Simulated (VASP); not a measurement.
# TiAl3 (I4/mmm) in VASP: further runs, part 2 of 2

VASP 6.6.1. Earlier steps stand in the parts before.

### Step 3. Single point, PBE

This run uses another cell than the first one, of 14.98 Å³/atom, 0.940 times its volume.

File INCAR:

```
SYSTEM = TiAl3
ALGO = Fast
EDIFF = 1E-6
ENCUT = 520
GGA = PE
ISIF = 2
ISMEAR = 0
LASPH = .True.
LCHARG = .False.
LREAL = .False.
LWAVE = .False.
NBANDS = 18
NELM = 100
PREC = Accurate
SIGMA = 0.1
```

File KPOINTS:

```
k-points
0
Gamma
  16 16 16
  0 0 0
```

File POSCAR:

```
TiAl3
1.0
   -1.8843139110      1.8843139110      4.2194048188
    1.8843139110     -1.8843139110      4.2194048188
    1.8843139110      1.8843139110     -4.2194048188
Ti Al
1 3
Direct
    0.0000000000      0.0000000000      0.0000000000
    0.5000000000      0.5000000000      0.0000000000
    0.7500000000      0.2500000000      0.5000000000
    0.2500000000      0.7500000000      0.5000000000
```

Potentials or basis: VASP PAW PBE potentials, release 64 (Ti_sv, Al).

Started as:

```bash
$ cat potpaw_PBE.64/Ti_sv/POTCAR potpaw_PBE.64/Al/POTCAR > POTCAR
$ mpirun -np 1 vasp_std > vasp.out
```

OUTCAR:

```text
SYSTEM = TiAl3
   EDIFF = 1E-6
   ENCUT = 520
   GGA = PE
   ISIF = 2
   ISMEAR = 0
   LASPH = .True.
   LREAL = .False.
   NELM = 100
   PREC = Accurate

 ion  position               nearest neighbor table
   1  0.000  0.000  0.000-   2 2.66   2 2.66   2 2.66   2 2.66   4 2.83   3 2.83   4 2.83   4 2.83
                             3 2.83   3 2.83   4 2.83   3 2.83
   2  0.500  0.500  0.000-   1 2.66   1 2.66   1 2.66   1 2.66   4 2.83   3 2.83   4 2.83   3 2.83
                             4 2.83   4 2.83   3 2.83   3 2.83
   3  0.750  0.250  0.500-   4 2.66   4 2.66   4 2.66   4 2.66   2 2.83   1 2.83   2 2.83   1 2.83
                             2 2.83   2 2.83   1 2.83   1 2.83
   4  0.250  0.750  0.500-   3 2.66   3 2.66   3 2.66   3 2.66   2 2.83   1 2.83   2 2.83   2 2.83
                             1 2.83   1 2.83   2 2.83   1 2.83

  LATTYP: Found a body centered tetragonal cell.
 ALAT       =     3.7686278220
 C/A-ratio  =     2.2392260622

  Lattice vectors:

 A1 = (  -1.8843139110,   1.8843139110,   4.2194048188)
 A2 = (   1.8843139110,  -1.8843139110,   4.2194048188)
 A3 = (   1.8843139110,   1.8843139110,  -4.2194048188)

Analysis of symmetry for initial positions (statically):
=====================================================================
 Subroutine PRICEL returns:
 Original cell was already a primitive cell.

 Routine SETGRP: Setting up the symmetry group for a
 body centered tetragonal supercell.

 Subroutine GETGRP returns: Found 16 space group operations
 (whereof 16 operations were pure point group operations)
 out of a pool of 16 trial point group operations.

The static configuration has the point symmetry D_4h.

Analysis of symmetry for dynamics (positions and initial velocities):
=====================================================================
 Subroutine PRICEL returns:
 Original cell was already a primitive cell.

 Routine SETGRP: Setting up the symmetry group for a
 body centered tetragonal supercell.
[... 131 lines left out ...]
  Fermi-wavevector in a.u.,A,eV,Ry     =   1.154185  2.181093 18.124901  1.332143
  Thomas-Fermi vector in A             =   2.290823
   LORBIT       =      0    0 simple, 1 ext, 2 COOP (PROOUT), +10 PAW based schemes
   GGA     = PE    functional components
   LHFCALC =     F    Hartree Fock is set to
   AEXX    =    0.0000 exact exchange contribution
   IVDW    =     0    specifies the selected vdW correction
   LEPSILON=     F    determine dielectric tensor
   LRPA    =     F    only Hartree local field effects (RPA)
 non-spin polarized calculation
 RMM-DIIS sequential band-by-band and
 Gauss-broadening in eV      SIGMA  =   0.10
  energy-cutoff  :      520.00
  volume of cell :       59.93
 maximum number of plane-waves:      1636
 NGX is ok and might be reduce to    40
   NGX = 19   NGY = 19   NGZ = 19

 number of electron      21.0000001 magnetization

 Free energy of the ion-electron system (eV)
  ---------------------------------------------------
  ext. energy  EPLUGINS =         0.00000000
  ---------------------------------------------------
  free energy    TOTEN  =       -20.58181070 eV

  energy without entropy =      -20.57350636  energy(sigma->0) =      -20.57765853

 E-fermi :   8.8089     XC(G=0): -10.9666

 val. band max:        8.8041134025   @ k =  -0.0625   0.1250   0.0625
 cond. band min:       8.8142441586   @ k =  -0.1250   0.3750   0.0625
 fundamental gap:      0.0101307561
 Fermi energy:         8.8089304858

 k-point     1 :       0.0000    0.0000    0.0000
  band No.  band energies     occupation
      1     -47.5174      2.00000
      2     -23.8464      2.00000
      3     -23.8464      2.00000
      4     -23.7664      2.00000
      5      -1.5509      2.00000
      6       5.9046      2.00000
[... 481 lines left out ...]
      5      -1.4664      2.00000
      6       5.9763      2.00000
[... 10 lines left out ...]
     17      12.9907      0.00000
     18      13.2202      0.00000

 [... further k-points ...]

------------------------ aborting loop because EDIFF is reached ----------------------------------------

  FORCE on cell =-STRESS in cart. coord.  units (eV):
  Direction    XX          YY          ZZ          XY          YZ          ZX
  --------------------------------------------------------------------------------------
  -------------------------------------------------------------------------------------
  Total        2.7529102      2.7529102      2.7241753      0.0000000      0.0000000      0.0000000
  in kB       73.6012071     73.6012071     72.8329577      0.0000000      0.0000000      0.0000000
  external PRESSURE =      73.3451240 kB  Pullay stress =       0.0000000 kB

 VOLUME and BASIS-vectors are now :
 -----------------------------------------------------------------------------
  energy-cutoff  :      520.00
  volume of cell :       59.93
      direct lattice vectors                 reciprocal lattice vectors
    -1.884313911  1.884313911  4.219404819     0.000000000  0.265348569  0.118500125
     1.884313911 -1.884313911  4.219404819     0.265348569  0.000000000  0.118500125
     1.884313911  1.884313911 -4.219404819     0.265348569  0.265348569  0.000000000

 POSITION                                       TOTAL-FORCE (eV/Angst)
 -----------------------------------------------------------------------------------
      0.00000      0.00000      0.00000         0.000000     -0.000000      0.000000
      0.00000      0.00000      4.21940         0.000000     -0.000000      0.000000
     -0.00000      1.88431      2.10970         0.000000     -0.000000     -0.000000
      1.88431     -0.00000      2.10970        -0.000000      0.000000     -0.000000
 -----------------------------------------------------------------------------------
    total drift:                               -0.000000     -0.000000      0.000000

  FREE ENERGIE OF THE ION-ELECTRON SYSTEM (eV)
  ---------------------------------------------------
  free  energy   TOTEN  =       -20.5818107006 eV

  energy  without entropy=      -20.5735063573  energy(sigma->0) =      -20.57765853
```

OSZICAR:

```text
N       E                     dE             d eps       ncg     rms          rms(c)
DAV:   1     0.124007893257E+03    0.12401E+03   -0.92418E+03 12566   0.109E+03
DAV:   2    -0.137263300028E+02   -0.13773E+03   -0.13398E+03 12754   0.287E+02
DAV:   3    -0.222783485596E+02   -0.85520E+01   -0.83755E+01 19504   0.667E+01
[... 19 lines left out ...]
RMM:  23    -0.205818054430E+02   -0.29541E-05   -0.31611E-05 14700   0.171E-02    0.949E-03
RMM:  24    -0.205818073808E+02   -0.19378E-05   -0.21268E-05 14062   0.143E-02    0.104E-02
RMM:  25    -0.205818088945E+02   -0.15137E-05   -0.16933E-05 13891   0.126E-02    0.116E-02
RMM:  26    -0.205818099018E+02   -0.10073E-05   -0.11892E-05 12808   0.109E-02    0.116E-02
RMM:  27    -0.205818107006E+02   -0.79878E-06   -0.98440E-06 12784   0.102E-02
   1 F= -.20581811E+02 E0= -.20577659E+02  d E =-.830434E-02
```

Wall time 9.5 min (1 thread of Intel Xeon 6975P-C (Granite Rapids), shared host); peak memory 0.51 GiB.

Results:

| Quantity | Value |
| --- | --- |
| Free energy | -20.5818 eV |
| Pressure | 7.3 GPa |
| Band gap on the k mesh | none (metal or under the smearing width) |

### Step 4. Single point, PBE (the relaxed cell repeated 2 times)

File INCAR:

```
PREC = Accurate ; ENCUT = 520
EDIFF = 1E-6 ; ISMEAR = 0
SIGMA = 0.15 ; LREAL = False
LASPH = True ; NELM = 100
ALGO = Fast ; ISIF = 2
LWAVE = False ; LCHARG = False
GGA = PE ; NBANDS = 31
```

File KPOINTS:

```
regular mesh
0
Gamma
  8 8 6
```

File POSCAR:

```
TiAl3
1.0
    1.9226734295     -1.9226734295     -4.3114047961
    1.9226734295     -1.9226734295      4.3114047961
   -3.8453468589     -3.8453468589      0.0000000000
Ti Al
2 6
Direct
    0.0000000000      0.0000000000      0.0000000000
    0.5000000000      0.5000000000      0.5000000000
    0.5000000000      0.5000000000      0.0000000000
    0.0000000000      0.0000000000      0.5000000000
    0.0000000000      0.5000000000      0.2500000000
    0.5000000000      0.0000000000      0.7500000000
    0.5000000000      0.0000000000      0.2500000000
    1.0000000000      0.5000000000      0.7500000000
```

Started as:

```bash
$ cat potpaw_PBE.64/Ti_sv/POTCAR potpaw_PBE.64/Al/POTCAR > POTCAR
$ mpirun -np 1 vasp_std > vasp.out
```

Wall time 9.5 min (1 thread of AMD EPYC 9R45 (Zen 5), shared host); peak memory 0.39 GiB.

Results (log left out):

* Free energy: -41.3504 eV
* Pressure: 0.0 GPa
* Band gap on the k mesh: none (metal or under the smearing width)

Stress tensor (GPa, compression positive):
```
 0.01 -0.04  0.00
-0.04  0.01  0.00
 0.00  0.00 -0.14
```

Levels at points of the mesh, in eV from the Fermi level:
| k point | band 18 | band 19 | band 20 | band 21 | band 22 | band 23 | band 24 | band 25 |
| --- | --- | --- | --- | --- | --- | --- | --- | --- |
| (0.00, 0.00, 0.00) | -1.38 | -1.22 | -1.21 | -0.98 | 0.81 | 1.71 | 1.71 | 1.73 |
| (0.50, 0.00, 0.00) | -1.24 | -0.94 | -0.94 | -0.25 | -0.25 | 1.62 | 1.62 | 1.67 |
| (0.50, 0.50, 0.00) | -0.98 | -0.93 | -0.93 | -0.23 | 0.70 | 0.70 | 0.93 | 1.73 |
| (0.00, 0.00, 0.50) | -2.22 | -1.54 | -1.54 | -1.23 | -1.23 | 1.92 | 1.92 | 1.99 |
| (0.50, 0.00, 0.50) | -1.05 | -0.26 | -0.26 | 0.49 | 0.49 | 1.77 | 1.77 | 2.06 |
| (0.50, 0.50, 0.50) | -0.27 | -0.26 | -0.26 | 0.30 | 0.30 | 1.00 | 1.00 | 1.66 |

### Step 5. Single point, PBE (the relaxed cell repeated 2 times)

File INCAR:

```
SYSTEM = TiAl3
PREC     = Accurate       ! precision mode
ENCUT    = 520            ! plane-wave cutoff, eV
EDIFF    = 1E-6           ! SCF threshold, eV
ISMEAR   = 0              ! smearing method
SIGMA    = 0.15           ! smearing width, eV
LREAL    = .FALSE.        ! projectors in reciprocal space
LASPH    = .TRUE.         ! aspherical terms in the spheres
NELM     = 100            ! most SCF steps
ALGO     = Fast           ! electronic algorithm
ISIF     = 2              ! what is computed and relaxed
LWAVE    = .FALSE.        ! write WAVECAR
LCHARG   = .FALSE.        ! write CHGCAR
GGA      = PE             ! functional
NBANDS   = 31             ! bands
```

File KPOINTS:

```
Automatic mesh
0
G
  10 10 4
  0 0 0
```

File POSCAR:

```
TiAl3
1.0
    0.0000000000     -3.8453468589      0.0000000000
   -3.8453468589      0.0000000000      0.0000000000
    0.0000000000      0.0000000000     -8.6228095921
Ti Al
2 6
Direct
    0.5000000000      0.5000000000      0.5000000000
    0.0000000000      0.0000000000      0.0000000000
    0.0000000000      0.0000000000      0.5000000000
    0.5000000000      0.5000000000      0.0000000000
    0.0000000000      0.5000000000      0.2500000000
    0.5000000000      0.0000000000      0.7500000000
    0.5000000000      0.0000000000      0.2500000000
    0.0000000000      0.5000000000      0.7500000000
```

Started as:

```bash
$ cat potpaw_PBE.64/Ti_sv/POTCAR potpaw_PBE.64/Al/POTCAR > POTCAR
$ mpirun -np 1 vasp_std > vasp.out
```

Wall time 6.7 min (1 thread of AMD EPYC 9R45 (Zen 5), shared host); peak memory 0.33 GiB.

The run converged. Its results:

- Free energy: -41.3414 eV
- Pressure: 0.0 GPa
- Band gap on the k mesh: none (metal or under the smearing width)

Levels at points of the mesh, in eV from the Fermi level:
```csv
k point,band 18,band 19,band 20,band 21,band 22,band 23,band 24,band 25
"(0.00, 0.00, 0.00)",-0.92,-0.92,-0.22,0.71,0.71,0.82,0.94,1.72
"(0.50, 0.00, 0.00)",-1.03,-0.99,-0.99,0.25,0.25,1.78,1.78,2.37
"(0.50, 0.50, 0.00)",-2.69,-2.19,-2.19,-0.97,-0.97,1.74,1.74,1.92
"(0.00, 0.00, 0.50)",-1.09,-0.23,-0.23,0.88,0.88,1.17,1.17,1.17
"(0.50, 0.00, 0.50)",-1.04,-0.25,-0.25,0.51,0.51,1.78,1.78,2.07
"(0.50, 0.50, 0.50)",-1.81,-1.81,-1.81,-1.17,-1.17,0.85,0.85,1.74
```

### Step 6. Overview

| cell | k mesh | smearing | further INCAR settings | gap on the mesh (eV) | pressure (GPa) |
| --- | --- | --- | --- | --- | --- |
| I4/mmm, 15.94 Å³/atom | 16 × 16 × 16 | gaussian 0.1 eV | ALGO = Fast; EDIFF = 1e-06; NBANDS = 18 | none | -0.1 |
| I4/mmm, 14.98 Å³/atom | 16 × 16 × 16 | gaussian 0.1 eV | ALGO = Fast; EDIFF = 1e-06; NBANDS = 18 | none | 7.3 |
| the relaxed cell repeated 2 times | 8 × 8 × 6 | gaussian 0.15 eV | ALGO = Fast; EDIFF = 1e-06; NBANDS = 31 | none | 0.0 |
| the relaxed cell repeated 2 times | 10 × 10 × 4 | gaussian 0.15 eV | ALGO = Fast; EDIFF = 1e-06; NBANDS = 31 | none | 0.0 |

Alike in all rows: task single point; level PBE; potentials or basis VASP PAW PBE potentials, release 64 (Ti_sv, Al); no spin polarisation; cutoff (eV) 520.

Absolute energies hang on the potentials; compare differences alone.
